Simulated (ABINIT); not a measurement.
# Cu (Cmcm) in ABINIT: further runs

One crystal, Cu, is run at these levels: PBE; tasks: single point.

All numbers are computed with ABINIT 10.8.3 (patched build); they aren't measurements. Logs are shortened: lines on timing, memory, paths and dates and some standing lists are left out, and cuts for length are marked. The log counts tension as positive stress, the text compression.

### 1 The structure

The structure is orthorhombic, space group Cmcm (No. 63). Conventional cell: a = 2.437 Å, b = 7.953 Å, c = 2.475 Å, α = 90.00°, β = 90.00°, γ = 90.00°. Cu (site symmetry m2m) has 10 Cu at 2.44 to 2.54 Å as nearest neighbours.

This isn't the form of Cu at room conditions, which is fcc.

### 2 Single point, PBE

run.abi

```
pp_dirpath "./"
pseudos "29_Cu_19_1.7_1.9_pbe_n_v1.0.psp8"

acell 7.8591335051 7.8591335051 4.6780085622
rprim
     0.2929792025    -0.9561188142     0.0000000000
     0.2929792025     0.9561188142     0.0000000000
     0.0000000000     0.0000000000     1.0000000000
ntypat 1
znucl 29
natom 2
typat 1 1
xcart
     2.3025626669    -5.5024463330     3.5085064216
     2.3025626669     5.5024463330     1.1695021405
chkprim 0
chksymtnons 0
tolsym 1.0e-6

ecut 37.0

kptopt 1
ngkpt 11 11 11
nshiftk 1
shiftk 0.0 0.0 0.0

ixc 11

nband 23
occopt 3
tsmear 0.05 eV

nstep 100
tolvrs 1.0e-10

iomode 3
prtwf 0
prtden 0
prteig 0
prtebands 0
enunit 1
```

Potentials or basis: SPMS NC PBE v1.0.

Run with:

```console
> abinit run.abi > log 2>&1
```

run.abo:

```text
.Version 10.8.3 of ABINIT
 Symmetries : space group Cm c m (# 63); Bravais oC (1-face-center ortho.)
================================================================================
 Values of the parameters that define the memory need of the present run
     intxc =       0    ionmov =       0      iscf =       7    lmnmax =       6
     lnmax =       6     mgfft =      45  mpssoang =       3    mqgrid =    3001
     natom =       2  nloc_mem =       1    nspden =       1   nspinor =       1
    nsppol =       1      nsym =       8    n1xccc =    2501    ntypat =       1
    occopt =       3   xclevel =       2
       mpw =        1765          nfft =       54675          nkpt =         216
================================================================================
================================================================================

--------------------------------------------------------------------------------
------------- Echo of variables that govern the present computation ------------
--------------------------------------------------------------------------------
 -outvars: echo values of preprocessed input variables --------
            acell      7.8591335051E+00  7.8591335051E+00  4.6780085622E+00 Bohr
              amu      6.35460000E+01
          chkprim           0
      chksymtnons           0
             ecut      3.70000000E+01 Hartree
           enunit           1
                       outvar_i_n : Printing only first  50 k-points.
              ixc          11
                       outvar_i_n : Printing only first  50 k-points.
         kptrlatt       11    0    0      0   11    0      0    0   11
          kptrlen      5.06563787E+01
            natom           2
            nband          23
            ngfft          45      45      27
             nkpt         216
            nstep         100
             nsym           8
           ntypat           1
                       prtocc : prtvol=0, do not print more k-points.
           occopt           3
           prtden           0
        prtebands           0
           prteig           0
            prtwf           0
            rprim      2.9297920250E-01 -9.5611881420E-01  0.0000000000E+00
                       2.9297920250E-01  9.5611881420E-01  0.0000000000E+00
                       0.0000000000E+00  0.0000000000E+00  1.0000000000E+00
          spgroup          63
           tolsym      1.00000000E-06
           tolvrs      1.00000000E-10
           tsmear      1.83746611E-03 Hartree
            typat      1  1
                       outvars : Printing only first  50 k-points.
           xangst      1.2184636892E+00 -2.9117692017E+00  1.8566216414E+00
                       1.2184636892E+00  2.9117692017E+00  6.1887388044E-01
            xcart      2.3025626669E+00 -5.5024463330E+00  3.5085064216E+00
                       2.3025626669E+00  5.5024463330E+00  1.1695021405E+00
             xred      8.6613335006E-01  1.3386665004E-01  7.4999999999E-01
                       1.3386665004E-01  8.6613335006E-01  2.4999999999E-01
            znucl       29.00000

================================================================================

 chkinp: Checking input parameters for consistency.

================================================================================
== DATASET  1 ==================================================================

--- !DatasetInfo
iteration_state: {dtset: 1, }
dimensions: {natom: 2, nkpt: 216, mband: 23, nsppol: 1, nspinor: 1, nspden: 1, mpw: 1765, }
cutoff_energies: {ecut:  37.0, pawecutdg:  -1.0, }
electrons: {nelect:   3.80000000E+01, charge:   0.00000000E+00, occopt:   3.00000000E+00, tsmear:   1.83746611E-03, }
meta: {optdriver: 0, ionmov: 0, optcell: 0, iscf: 7, paral_kgb: 0, }
...

 Exchange-correlation functional for the present dataset will be:
  GGA: Perdew-Burke-Ernzerhof functional - ixc=11
  J.P.Perdew, K.Burke, M.Ernzerhof, PRL 77, 3865 (1996)

 Real(R)+Recip(G) space primitive vectors, cartesian coordinates (Bohr,Bohr^-1):
 R(1)=  2.3025627 -7.5142654  0.0000000  G(1)=  0.2171494 -0.0665401  0.0000000
 R(2)=  2.3025627  7.5142654  0.0000000  G(2)=  0.2171494  0.0665401  0.0000000
 R(3)=  0.0000000  0.0000000  4.6780086  G(3)=  0.0000000  0.0000000  0.2137662
 Unit cell volume ucvol=  1.6187844E+02 bohr^3
 Angles (23,13,12)=  9.00000000E+01  9.00000000E+01  1.45927198E+02 degrees

 getcut: wavevector=  0.0000  0.0000  0.0000  ngfft=  45  45  27
         ecut(hartree)=     37.000   => boxcut(ratio)=   2.02977

--- Pseudopotential description ------------------------------------------------
- pspini: atom type   1  psp file is ./29_Cu_19_1.7_1.9_pbe_n_v1.0.psp8
    8   11    2    4       600   0.00000      pspcod,pspxc,lmax,lloc,mmax,r2well
    5.99000000000000    3.50000000000000    0.00000000000000   rchrg,fchrg,qchrg
     nproj     2     2     2
     extension_switch     1

   2.54889983E+03                                ecore*ucvol(ha*bohr**3)
--------------------------------------------------------------------------------

================================================================================

--- !BeginCycle
iteration_state: {dtset: 1, }
solver: {iscf: 7, nstep: 100, nline: 4, wfoptalg: 0, }
tolerances: {tolvrs: 1.00E-10, }
...

     iter   Etot(hartree)      deltaE(h)  residm     vres2
 ETOT  1  -364.32342471766    -3.643E+02 4.768E-01 9.413E+02
 ETOT  2  -364.52676531556    -2.033E-01 6.564E-02 2.264E+03
 ETOT  3  -365.12426971734    -5.975E-01 1.354E-02 7.239E+01
 ETOT  4  -365.13773571080    -1.347E-02 4.095E-03 1.714E+01
 ETOT  5  -365.14188114612    -4.145E-03 2.763E-03 1.456E-01
 ETOT  6  -365.14191510829    -3.396E-05 3.109E-03 2.325E-04
 ETOT  7  -365.14191483865     2.696E-07 1.685E-03 1.394E-03
 ETOT  8  -365.14191516362    -3.250E-07 1.535E-03 1.853E-06
 ETOT  9  -365.14191516385    -2.364E-10 3.650E-04 9.589E-07
 ETOT 10  -365.14191516409    -2.360E-10 3.640E-04 1.308E-09
 ETOT 11  -365.14191516409    -1.478E-12 1.418E-04 2.037E-12

 At SCF step   11       vres2   =  2.04E-12 < tolvrs=  1.00E-10 =>converged.

 Cartesian components of stress tensor (hartree/bohr^3)
  sigma(1 1)= -2.36762862E-04  sigma(3 2)=  0.00000000E+00
  sigma(2 2)= -2.13166451E-04  sigma(3 1)=  0.00000000E+00
  sigma(3 3)= -2.50721187E-04  sigma(2 1)=  0.00000000E+00

--- !ResultsGS
iteration_state: {dtset: 1, }
comment   : Summary of ground state results
lattice_vectors:
- [  2.3025627,  -7.5142654,   0.0000000, ]
- [  2.3025627,   7.5142654,   0.0000000, ]
- [  0.0000000,   0.0000000,   4.6780086, ]
lattice_lengths: [   7.85913,    7.85913,    4.67801, ]
lattice_angles: [ 90.000,  90.000, 145.927, ] # degrees, (23, 13, 12)
lattice_volume:   1.6187844E+02
convergence: {deltae: -1.478E-12, res2:  2.037E-12, residm:  1.418E-04, diffor: null, }
etotal    :  -3.65141915E+02
entropy   :   0.00000000E+00
fermie    :   2.40902847E-01
cartesian_stress_tensor: # hartree/bohr^3
- [ -2.36762862E-04,   0.00000000E+00,   0.00000000E+00, ]
- [  0.00000000E+00,  -2.13166451E-04,   0.00000000E+00, ]
- [  0.00000000E+00,   0.00000000E+00,  -2.50721187E-04, ]
pressure_GPa:   6.8713E+00
xred      :
- [  8.6613E-01,   1.3387E-01,   7.5000E-01, Cu]
- [  1.3387E-01,   8.6613E-01,   2.5000E-01, Cu]
cartesian_forces: # hartree/bohr
- [ -2.91533512E-20,  -9.51788242E-04,  -0.00000000E+00, ]
- [  2.91533512E-20,   9.51788242E-04,  -0.00000000E+00, ]
force_length_stats: {min:   9.51788242E-04, max:   9.51788242E-04, mean:   9.51788242E-04, }
...

 Integrated electronic density in atomic spheres:
 ------------------------------------------------
 Atom  Sphere_radius  Integrated_density
    1        2.00000         17.36346967
    2        2.00000         17.36346967
================================================================================

 ----iterations are completed or convergence reached----

 Mean square residual over all n,k,spin=   12.072E-08; max=  14.183E-05
 reduced coordinates (array xred) for    2 atoms
       0.866133350058      0.133866650044      0.749999999989
       0.133866650044      0.866133350058      0.249999999989
 rms dE/dt=  5.8396E-03; max dE/dt=  7.1520E-03; dE/dt below (all hartree)
    1      -0.007151989461      0.007151989461      0.000000000000
    2       0.007151989461     -0.007151989461      0.000000000000

 cartesian coordinates (angstrom) at end:
    1      1.21846368917290    -2.91176920166500     1.85662164135800
    2      1.21846368917290     2.91176920166500     0.61887388043503

 cartesian forces (hartree/bohr) at end:
    1     -0.00000000000000    -0.00095178824189    -0.00000000000000
    2      0.00000000000000     0.00095178824189    -0.00000000000000
 frms,max,avg= 5.4951520E-04 9.5178824E-04   0.000E+00  0.000E+00  0.000E+00 h/b

 cartesian forces (eV/Angstrom) at end:
    1     -0.00000000000000    -0.04894291923103    -0.00000000000000
    2      0.00000000000000     0.04894291923103    -0.00000000000000
 frms,max,avg= 2.8257208E-02 4.8942919E-02   0.000E+00  0.000E+00  0.000E+00 e/A
 length scales=  7.859133505100  7.859133505100  4.678008562200 bohr
              =  4.158874345522  4.158874345522  2.475495521846 angstroms
 Fermi (or HOMO) energy (eV) =   6.55530   Average Vxc (eV)= -13.35435
 Eigenvalues (   eV  ) for nkpt= 216  k points:
 kpt#   1, nband= 23, wtk=  0.00075, kpt=  0.0000  0.0000  0.0000 (reduced coord)
-106.04584 -106.02731  -63.50287  -63.41174  -63.37898  -63.37443  -63.36460  -63.35103
  -2.82743    1.57700    2.36584    2.85710    3.58326    3.85153    4.29132    4.60562
   4.81137    4.95335    5.19476    6.38043   11.31915   21.22290   24.88086
 prteigrs : prtvol=0 or 1, do not print more k-points.

--- !EnergyTerms
iteration_state     : {dtset: 1, }
comment             : Components of total free energy in Hartree
kinetic             :  1.56777856680935E+02
hartree             :  1.03992179271828E+02
xc                  : -4.33343407539531E+01
Ewald energy        : -2.39058825194081E+02
psp_core            :  1.57457651849604E+01
local_psp           : -2.49451327774620E+02
non_local_psp       : -1.09813068733345E+02
internal            : -3.65141761318277E+02
'-kT*entropy'       : -1.53845812914396E-04
total_energy        : -3.65141915164090E+02
total_energy_eV     : -9.93601768812728E+03
band_energy         : -4.06928717438038E+01
...

 Cartesian components of stress tensor (hartree/bohr^3)
  sigma(1 1)= -2.36762862E-04  sigma(3 2)=  0.00000000E+00
  sigma(2 2)= -2.13166451E-04  sigma(3 1)=  0.00000000E+00
  sigma(3 3)= -2.50721187E-04  sigma(2 1)=  0.00000000E+00

-Cartesian components of stress tensor (GPa)         [Pressure=  6.8713E+00 GPa]
- sigma(1 1)= -6.96580388E+00  sigma(3 2)=  0.00000000E+00
- sigma(2 2)= -6.27157352E+00  sigma(3 1)=  0.00000000E+00
- sigma(3 3)= -7.37647200E+00  sigma(2 1)=  0.00000000E+00

== END DATASET(S) ==============================================================
================================================================================

 -outvars: echo values of variables after computation  --------
            acell      7.8591335051E+00  7.8591335051E+00  4.6780085622E+00 Bohr
           etotal     -3.6514191516E+02
            fcart     -2.9153351232E-20 -9.5178824189E-04 -0.0000000000E+00
                       2.9153351232E-20  9.5178824189E-04 -0.0000000000E+00
            rprim      2.9297920250E-01 -9.5611881420E-01  0.0000000000E+00
                       2.9297920250E-01  9.5611881420E-01  0.0000000000E+00
                       0.0000000000E+00  0.0000000000E+00  1.0000000000E+00
           strten     -2.3676286163E-04 -2.1316645117E-04 -2.5072118721E-04
                       0.0000000000E+00  0.0000000000E+00  0.0000000000E+00
           xangst      1.2184636892E+00 -2.9117692017E+00  1.8566216414E+00
                       1.2184636892E+00  2.9117692017E+00  6.1887388044E-01
             xred      8.6613335006E-01  1.3386665004E-01  7.4999999999E-01
                       1.3386665004E-01  8.6613335006E-01  2.4999999999E-01
 Calculation completed.
```

It took 5.9 min on 1 thread of Arm Neoverse V1, shared host; peak memory 0.2 GiB.

What came out:

| Quantity | Value |
| --- | --- |
| Free energy | -9936.0177 eV |
| Pressure | 6.9 GPa |
| Largest force | 0.049 eV/Å |
| Band gap on the k mesh | none (metal or under the smearing width) |
| Valence electrons inside the program's atomic spheres | Cu 17.36 (radii [1.0584] Å) |

Forces in eV/Å, atoms in the order of the input:
```
Cu   0.000 -0.049  0.000
Cu   0.000  0.049  0.000
```

Stress tensor (GPa, compression positive):
```
6.97 0.00 0.00
0.00 6.27 0.00
0.00 0.00 7.38
```

Levels at points of the mesh, in eV from the Fermi level:
| k point | band 16 | band 17 | band 18 | band 19 | band 20 | band 21 | band 22 | band 23 |
| --- | --- | --- | --- | --- | --- | --- | --- | --- |
| (0.00, 0.00, 0.00) | -1.95 | -1.74 | -1.60 | -1.36 | -0.17 | 4.76 | 14.67 | 18.33 |

### 3 Single point, PBE

Edit run.abi of step 2 so:

```diff
@@ -1,3 +1,3 @@
 pp_dirpath "./"
-pseudos "29_Cu_19_1.7_1.9_pbe_n_v1.0.psp8"
+pseudos "Cu.GGA_PBE-JTH.xml"
 
@@ -19,3 +19,5 @@
 
-ecut 37.0
+ecut 26.0
+pawecutdg 48.0
+pawxcdev 0
 
@@ -33,3 +35,3 @@
 nstep 100
-tolvrs 1.0e-10
+tolvrs 1.0e-9
```

Potentials or basis: JTH PAW PBE v2.0.

Run with:

```console
> abinit run.abi > log 2>&1
```

It took 4.2 min on 1 thread of Arm Neoverse V1, shared host; peak memory 0.24 GiB.

It converged, with:

```yaml
Free_energy: -10773.4354 eV
Pressure: 6.5 GPa
Largest_force: 0.045 eV/Å
Band_gap_on_the_k_mesh: none (metal or under the smearing width)
Valence_electrons_inside_the_program's_atomic_spheres: Cu 17.39 (radii [1.0588] Å)
```

Forces in eV/Å, atoms in the order of the input:
```
Cu   0.000 -0.045  0.000
Cu   0.000  0.045  0.000
```

Stress tensor (GPa, compression positive):
```
6.51 0.00 0.00
0.00 6.05 0.00
0.00 0.00 7.01
```

Levels at points of the mesh, in eV from the Fermi level:
```tsv
k point	band 16	band 17	band 18	band 19	band 20	band 21	band 22	band 23
(0.00, 0.00, 0.00)	-2.01	-1.81	-1.67	-1.42	-0.13	4.80	14.74	18.39
```
